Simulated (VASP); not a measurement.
A run of VASP 6.6.1 is set up as follows.

Contents of run.py:

```python
from ase import Atoms
from ase.calculators.vasp import Vasp
from ase.dft.bandgap import bandgap

atoms = Atoms(
    ['Ca', 'H', 'H', 'H', 'H'],
    cell=[[4.2762873277, 0.0, 0.0], [0.0, 4.2762873277, 0.0], [0.0, 0.0, 4.2762873277]],
    scaled_positions=[[0.0, 0.0, 0.0], [0.5, 0.0, 0.0], [0.0, 0.5, 0.0], [0.0, 0.0, 0.5], [0.5, 0.5, 0.5]],
    pbc=True,
)
atoms.set_initial_magnetic_moments([[0.0, 0.0, 0.5], [0.0, 0.0, 0.0], [0.0, 0.0, 0.0], [0.0, 0.0, 0.0], [0.0, 0.0, 0.0]])
calc = Vasp(
    directory='calc',
    xc='r2scan+rvv10',
    pp='PBE',
    setups={'base': 'minimal', 'Ca': '_sv', 'H': '_s'},
    prec='Accurate',
    encut=400,
    ediff=1e-07,
    ismear=0,
    sigma=0.1,
    lreal=False,
    lasph=True,
    nelm=60,
    algo='Normal',
    isif=2,
    lwave=False,
    lcharg=False,
    lorbit=11,
    lsorbit=True,
    gga_compat=False,
    lorbmom=True,
    lmixtau=True,
    kpts=[5, 5, 5],
    gamma=True,
)
atoms.calc = calc

print('energy (eV):', atoms.get_potential_energy())
print('free energy (eV):', atoms.get_potential_energy(force_consistent=True))
print('forces (eV/A):')
print(atoms.get_forces())
print('stress (eV/A^3, Voigt):', atoms.get_stress())
print('Fermi level (eV):', calc.get_fermi_level())
gap, top, bottom = bandgap(calc)
print('band gap (eV):', gap, 'from (spin, k, band)', top, 'to', bottom)
```

Potentials or basis: VASP PAW PBE potentials, release 64 (Ca_sv, H_s).

Launch:

```console
$ python run.py
```

Task: Predict the net moment.

Result: 0.00 μB per cell.

Task: Estimate the pressure.

Result: -1.8 GPa.

Moments on the atoms (μB; x, y, z):
```
Ca  0.00 0.00 0.00
H   0.00 0.00 0.00
H   0.00 0.00 0.00
H   0.00 0.00 0.00
H   0.00 0.00 0.00
```

Caveat: the PAW data sets were made with another functional, which shifts forces and pressure a little.
